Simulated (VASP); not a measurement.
The system is Sb.

```
Sb
1.0
     3.16000    0.00000    0.00000
     0.00000    3.16000    0.00000
     0.00000    0.00000    3.16000
Sb
1
Direct
  0.00000 0.00000 0.00000
```

This isn't the form of Sb at room conditions, which is rhombohedral.

* Program: VASP 6.6.1
* Task: single point
* Functional: PBEsol
* Potentials or basis: VASP PAW PBE potentials, release 64 (Sb)
* Cutoff: 520 eV
* k mesh: 8 × 8 × 8
* Occupations: fermi-dirac, width 0.05 eV
* Spin: no spin polarisation

On this cell: pressure -4.6 GPa; band gap on the k mesh none (metal or under the smearing width).

The same run follows on a disturbed copy (cell strained at random at fixed volume):

```
Sb
1.0
     3.18307   -0.00916   -0.07927
    -0.00916    3.13721   -0.05653
    -0.07927   -0.05653    3.16292
Sb
1
Cartesian
  0.0128 0.0108 -0.0692
```

Question: What does the disturbed cell give?

Answer: The energy (extrapolated to zero smearing) moves by +1.3 meV/atom; pressure -4.7 GPa; band gap on the k mesh none (metal or under the smearing width).

Stress tensor (GPa, compression positive):
```
-5.43 -0.13  0.51
-0.13 -3.70  0.08
 0.51  0.08 -4.97
```

Caveats: the PAW data sets were made with another functional, which shifts forces and pressure a little.
